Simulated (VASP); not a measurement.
# Mo (Im-3m) in VASP: a series of runs

One crystal, Mo, is run at these levels: PBE; tasks: single point.

Everything below comes from runs of VASP 6.6.1. Logs are shortened: lines on timing, memory, paths and dates and some standing lists are left out, and cuts for length are marked.

### Step 1. The undisturbed crystal

Symmetry: Im-3m, No. 229, cubic system. The conventional cell has a = 3.168 Å, b = 3.168 Å, c = 3.168 Å, α = 90.00°, β = 90.00°, γ = 90.00°. Around Mo (site symmetry m-3m) lie 8 Mo at 2.74 Å.

### Step 2. Single point, PBE (grid = ENCUT=400 dk=0.45 cell=3x3x3 ISMEAR=1 SIGMA=0.1 LREAL=Auto EDIFF=1e-06)

Contents of INCAR:

```
SYSTEM = Mo
PREC = Accurate ; ENCUT = 400
EDIFF = 1E-6 ; ISMEAR = 1
SIGMA = 0.1 ; LREAL = Auto
LASPH = .TRUE. ; NELM = 120
ALGO = Fast ; ISIF = 2
LWAVE = .FALSE. ; LCHARG = .FALSE.
GGA = PE ; NBANDS = 216
```

Contents of KPOINTS:

```
regular mesh
0
G
  3 3 3
  0 0 0
```

Contents of POSCAR:

```
Mo
1.0
   -4.7514269157      4.7514269157      4.7514269157
    4.7514269157     -4.7514269157      4.7514269157
    4.7514269157      4.7514269157     -4.7514269157
Mo
27
Direct
    0.0000000000      0.0000000000      0.0000000000
    0.0000000000      0.0000000000      0.3333333333
    0.0000000000      0.0000000000      0.6666666667
    0.0000000000      0.3333333333      0.0000000000
    0.0000000000      0.3333333333      0.3333333333
    0.0000000000      0.3333333333      0.6666666667
    0.0000000000      0.6666666667      0.0000000000
    0.0000000000      0.6666666667      0.3333333333
    0.0000000000      0.6666666667      0.6666666667
    0.3333333333      0.0000000000      0.0000000000
    0.3333333333      0.0000000000      0.3333333333
    0.3333333333      0.0000000000      0.6666666667
    0.3333333333      0.3333333333      0.0000000000
    0.3333333333      0.3333333333      0.3333333333
    0.3333333333      0.3333333333      0.6666666667
    0.3333333333      0.6666666667      0.0000000000
    0.3333333333      0.6666666667      0.3333333333
    0.3333333333      0.6666666667      0.6666666667
    0.6666666667      0.0000000000      0.0000000000
    0.6666666667      0.0000000000      0.3333333333
    0.6666666667      0.0000000000      0.6666666667
    0.6666666667      0.3333333333      0.0000000000
    0.6666666667      0.3333333333      0.3333333333
    0.6666666667      0.3333333333      0.6666666667
    0.6666666667      0.6666666667      0.0000000000
    0.6666666667      0.6666666667      0.3333333333
    0.6666666667      0.6666666667      0.6666666667
```

Potentials or basis: VASP PAW PBE potentials, release 64 (Mo_sv).

Command:

```console
cat potpaw_PBE.64/Mo_sv/POTCAR > POTCAR
mpirun -np 1 vasp_std > vasp.out
```

OUTCAR:

```text
SYSTEM = Mo
   PREC = Accurate
   ENCUT = 400
   EDIFF = 1E-6
   ISMEAR = 1
   LREAL = Auto
   LASPH = .TRUE.
   NELM = 120
   ISIF = 2
   GGA = PE

 Found      4 irreducible k-points:

 Following reciprocal coordinates:
            Coordinates               Weight
  0.000000  0.000000  0.000000      1.000000
  0.333333  0.000000  0.000000     12.000000
  0.333333  0.333333  0.000000      8.000000
 -0.333333  0.333333  0.333333      6.000000
   k-points           NKPTS =      4   k-points in BZ     NKDIM =      4   number of bands    NBANDS=    216
   number of dos      NEDOS =    301   number of ions     NIONS =     27
   total plane-waves  NPLWV = 157464
   dimension x,y,z NGX =    54 NGY =   54 NGZ =   54
   dimension x,y,z NGXF=   108 NGYF=  108 NGZF=  108
   ions per type =              27
   NGX,Y,Z   is equivalent  to a cutoff of  10.91, 10.91, 10.91 a.u.
   NGXF,Y,Z  is equivalent  to a cutoff of  21.82, 21.82, 21.82 a.u.
 SYSTEM =  Mo
   PREC   = accura    normal or accurate (medium, high low for compatibility)
   ISTART =      0    job   : 0-new  1-cont  2-samecut
   ICHARG =      2    charge: 1-file 2-atom 10-const
   ISPIN  =      1    spin polarized calculation?
   LNONCOLLINEAR =      F non collinear calculations
   LSORBIT =      F    spin-orbit coupling
   LASPH  =      T    aspherical Exc in radial PAW
   ENCUT  =  400.0 eV  29.40 Ry    5.42 a.u.  13.42 13.42 13.42*2*pi/ulx,y,z
   NELM   =    120;   NELMIN=  2; NELMDL= -5     # of ELM steps
   EDIFF  = 0.1E-05   stopping-criterion for ELM
   LREAL  =      T    real-space projection
   EDIFFG = 0.1E-04   stopping-criterion for IOM
   NSW    =      0    number of steps for IOM
   IBRION =     -1    ionic relax: 0-MD 1-quasi-New 2-CG
   NFREE  =      0    steps in history (QN), initial steepest desc. (CG)
   ISIF   =      2    stress and relaxation
   ISYM   =      2    0-nonsym 1-usesym 2-fastsym
   POTIM  = 0.5000    time-step for ionic-motion
   TEBEG  =    0.0;   TEEND  =   0.0 temperature during run
   PSTRESS=    0.0 pullay stress
   NELECT =     378.0000    total number of electrons
   NUPDOWN=      -1.0000    fix difference up-down
   EMIN   =  10.00;   EMAX   =-10.00  energy-range for DOS
   EFERMI =   0.00;   METHOD = LEGACY
   ISMEAR =     1;   SIGMA  =   0.10  broadening in eV -4-tet -1-fermi 0-gaus
   EFERMI_NEDOS =   21; number of points for ismear=-14 and -15
   IALGO  =     68    algorithm
   IMIX   =      4    mixing-type and parameters
     AMIX     =   0.40;   BMIX     =  1.00
     AMIX_MAG =   1.60;   BMIX_MAG =  1.00
  volume/ion in A,a.u.               =      15.89       107.24
  Fermi-wavevector in a.u.,A,eV,Ry     =   1.569380  2.965698 33.510508  2.462953
  Thomas-Fermi vector in A             =   2.671271
   LORBIT       =      0    0 simple, 1 ext, 2 COOP (PROOUT), +10 PAW based schemes
   GGA     = PE    functional components
   LHFCALC =     F    Hartree Fock is set to
   AEXX    =    0.0000 exact exchange contribution
   IVDW    =     0    specifies the selected vdW correction
   LEPSILON=     F    determine dielectric tensor
   LRPA    =     F    only Hartree local field effects (RPA)
 non-spin polarized calculation
 RMM-DIIS sequential band-by-band and
 Methfessel and Paxton  Order N= 1 SIGMA  =   0.10
  energy-cutoff  :      400.00
  volume of cell :      429.07
 maximum number of plane-waves:      7803
 NGX is ok and might be reduce to    54
   NGX = 27   NGY = 27   NGZ = 27

 number of electron     378.0000140 magnetization

 Free energy of the ion-electron system (eV)
  ---------------------------------------------------
  ext. energy  EPLUGINS =         0.00000000
  ---------------------------------------------------
  free energy    TOTEN  =      -295.59530175 eV

  energy without entropy =     -295.55817987  energy(sigma->0) =     -295.58292779

 E-fermi :  12.2817     XC(G=0): -13.2984

 val. band max:       12.2813217472   @ k =   0.3333   0.0000   0.0000
 cond. band min:      12.5145946522   @ k =  -0.3333   0.3333   0.3333
 fundamental gap:      0.2332729049
 Fermi energy:        12.2817328736

 k-point     1 :       0.0000    0.0000    0.0000
  band No.  band energies     occupation
      1     -48.9502      2.00000
      2     -48.7654      2.00000
      3     -48.7654      2.00000
      4     -48.7654      2.00000
      5     -48.7654      2.00000
      6     -48.7654      2.00000
[... 193 lines left out ...]
    200      13.7548     -0.00000
    201      13.7553     -0.00000

 k-point     2 :       0.3333    0.0000    0.0000
  band No.  band energies     occupation
      1     -48.9218      2.00000
      2     -48.8491      2.00000
      3     -48.7929      2.00000
      4     -48.7929      2.00000
      5     -48.7929      2.00000
      6     -48.7929      2.00000
[... 193 lines left out ...]
    200      13.3424     -0.00000
    201      13.3859     -0.00000

 k-point     3 :       0.3333    0.3333    0.0000
  band No.  band energies     occupation
      1     -48.8712      2.00000
      2     -48.8712      2.00000
      3     -48.8712      2.00000
      4     -48.8125      2.00000
      5     -48.7510      2.00000
      6     -48.7510      2.00000
[... 193 lines left out ...]
    200      12.9340     -0.00000
    201      13.1915     -0.00000

 k-point     4 :      -0.3333    0.3333    0.3333
  band No.  band energies     occupation
      1     -48.8943      2.00000
      2     -48.8240      2.00000
      3     -48.8240      2.00000
      4     -48.8240      2.00000
      5     -48.8240      2.00000
      6     -48.7600      2.00000
[... 193 lines left out ...]
    200      12.7305     -0.00000
    201      12.7305     -0.00000
 [bands above 201 left out]

------------------------ aborting loop because EDIFF is reached ----------------------------------------

  FORCE on cell =-STRESS in cart. coord.  units (eV):
  Direction    XX          YY          ZZ          XY          YZ          ZX
  --------------------------------------------------------------------------------------
  -------------------------------------------------------------------------------------
  Total       -6.8174352     -6.8174352     -6.8174352     -0.0000000     -0.0000000      0.0000000
  in kB      -25.4565445    -25.4565445    -25.4565445     -0.0000000     -0.0000000      0.0000000
  external PRESSURE =     -25.4565445 kB  Pullay stress =       0.0000000 kB

 VOLUME and BASIS-vectors are now :
 -----------------------------------------------------------------------------
  energy-cutoff  :      400.00
  volume of cell :      429.07
      direct lattice vectors                 reciprocal lattice vectors
    -4.751426916  4.751426916  4.751426916     0.000000000  0.105231546  0.105231546
     4.751426916 -4.751426916  4.751426916     0.105231546  0.000000000  0.105231546
     4.751426916  4.751426916 -4.751426916     0.105231546  0.105231546  0.000000000

 POSITION                                       TOTAL-FORCE (eV/Angst)
 -----------------------------------------------------------------------------------
      0.00000      0.00000      0.00000         0.000000     -0.000000     -0.000000
      1.58381      1.58381     -1.58381        -0.000000     -0.000000     -0.000000
      3.16762      3.16762     -3.16762         0.000000     -0.000000     -0.000000
      1.58381     -1.58381      1.58381         0.000000      0.000000     -0.000000
      3.16762      0.00000      0.00000         0.000000      0.000000      0.000000
      4.75143      1.58381     -1.58381         0.000000      0.000000     -0.000000
[... 19 lines left out ...]
      1.58381      1.58381      4.75143        -0.000000      0.000000     -0.000000
      3.16762      3.16762      3.16762        -0.000000      0.000000     -0.000000
 -----------------------------------------------------------------------------------
    total drift:                                0.000000      0.000000      0.000000

  FREE ENERGIE OF THE ION-ELECTRON SYSTEM (eV)
  ---------------------------------------------------
  free  energy   TOTEN  =      -295.5953017515 eV

  energy  without entropy=     -295.5581798690  energy(sigma->0) =     -295.58292779
```

Run time: 13 min. Hardware: 1 thread of Intel Xeon Platinum 8488C (Sapphire Rapids), shared host; peak memory 0.48 GiB.

These settings aren't checked as converged: the numbers below hold their error.

What came out:

* Free energy: -295.5953 eV
* Pressure: -2.5 GPa
* Band gap on the k mesh: none (metal or under the smearing width)

### Step 3. Single point, PBE (grid = ENCUT=400 dk=0.35 cell=3x3x3 ISMEAR=1 SIGMA=0.1 LREAL=Auto EDIFF=1e-06)

INCAR is that of step 2.

KPOINTS is that of step 2.

POSCAR is that of step 2.

Potentials or basis: VASP PAW PBE potentials, release 64 (Mo_sv).

Command:

```console
cat potpaw_PBE.64/Mo_sv/POTCAR > POTCAR
mpirun -np 1 vasp_std > vasp.out
```

Wall time 16 min (1 thread of Intel Xeon Platinum 8488C (Sapphire Rapids), shared host); peak memory 0.49 GiB.

The run converged, but some of its settings lie outside the range that counts as converged, so its numbers aren't taken as properties of the crystal.

Results:

```yaml
Free_energy: -295.5953 eV
Pressure: -2.5 GPa
Band_gap_on_the_k_mesh: none (metal or under the smearing width)
```

### Step 4. Single point, PBE (grid = ENCUT=400 dk=0.35 cell=3x3x3 ISMEAR=1 SIGMA=0.2 LREAL=Auto EDIFF=1e-06)

Edit INCAR of step 3 so:

```diff
@@ -3,3 +3,3 @@
 EDIFF = 1E-6 ; ISMEAR = 1
-SIGMA = 0.1 ; LREAL = Auto
+SIGMA = 0.2 ; LREAL = Auto
 LASPH = .TRUE. ; NELM = 120
```

KPOINTS is that of step 3.

POSCAR is that of step 3.

Command:

```console
cat potpaw_PBE.64/Mo_sv/POTCAR > POTCAR
mpirun -np 1 vasp_std > vasp.out
```

Run time: 13 min. Hardware: 1 thread of Intel Xeon Platinum 8488C (Sapphire Rapids), shared host; peak memory 0.48 GiB.

These settings aren't checked as converged: the numbers below hold their error.

Results:

```yaml
Free_energy: -295.6171 eV
Pressure: -2.6 GPa
Band_gap_on_the_k_mesh: none (metal or under the smearing width)
```

### Step 5. The reference run

An earlier run on the cell as given: functional PBE; potentials or basis VASP PAW PBE potentials, release 64 (Mo_sv); cutoff 520 eV; k mesh 12 × 12 × 12; occupations fermi-dirac, width 0.05 eV; no spin polarisation.

* Pressure: -1.4 GPa
* Band gap on the k mesh: none (metal or under the smearing width)
